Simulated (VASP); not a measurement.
Wanted: the native input for a VASP 6.6.1 run.

| Property | Result |
| --- | --- |
| Task | dielectric tensor |
| Functional | LDA |
| Potentials or basis | VASP PAW LDA potentials, release 64 (Ga_d, S) |
| Cutoff | 600 eV |
| k mesh | 12 × 12 × 3 |
| Occupations | gaussian, width 0.03 eV |
| Spin | no spin polarisation |
| Monkhorst-Pack mesh | no |
| Further INCAR settings | ALGO = Fast; EDIFF = 1e-08 |

The structure of GaS lies in POSCAR:

```
GaS                                     
1.0
    3.5366724730      0.0000000000      0.0000000000
   -1.7683362364      3.0628482065     -0.0000000000
    0.0000000000     -0.0000000000     15.2313630374
  Ga              S             
     4     4
Direct
     0.3333333332999970    0.6666666667000030    0.1708475896821665
     0.6666666667000030    0.3333333332999970    0.6708475896821663
     0.3333333332999970    0.6666666667000030    0.3291524103178336
     0.6666666667000030    0.3333333332999970    0.8291524103178337
     0.3333333332999970    0.6666666667000030    0.5999560102091593
     0.6666666667000030    0.3333333332999970    0.0999560102091595
     0.3333333332999970    0.6666666667000030    0.9000439897908407
     0.6666666667000030    0.3333333332999970    0.4000439897908404
```

These files were run (other wordings do the same):

INCAR

```
SYSTEM = GaS
  ALGO = Fast
  EDIFF = 1E-8
  ENCUT = 600
  GGA = CA
  ISIF = 2
  ISMEAR = 0
  KPAR = 2
  LASPH = .True.
  LCHARG = .False.
  LEPSILON = .True.
  LREAL = .False.
  LWAVE = .False.
  NELM = 80
  PREC = Accurate
  SIGMA = 0.03
```

KPOINTS

```
k-points
0
Gamma
  12 12 3
  0 0 0
```

Potentials or basis: VASP PAW LDA potentials, release 64 (Ga_d, S).

Launch:

```sh
$ cat potpaw_LDA.64/Ga_d/POTCAR potpaw_LDA.64/S/POTCAR > POTCAR
$ mpirun -np 2 vasp_std > vasp.out
```

Results of the run:

- Band gap on the k mesh: 1.38 eV, indirect (least direct gap 1.71 eV)
- Electronic dielectric tensor (diagonal): 7.24, 7.24, 5.81
- Born charges (mean of the diagonal): Ga +1.80; S -1.80 e

Caveat: an odd mesh through Γ misses points on the zone boundary, where band edges often lie.

Run time: 64 min on 2 MPI ranks on Intel(R) Xeon(R) Platinum 8488C (Sapphire Rapids), with other jobs on the host, peak memory 1.6 GiB a rank.
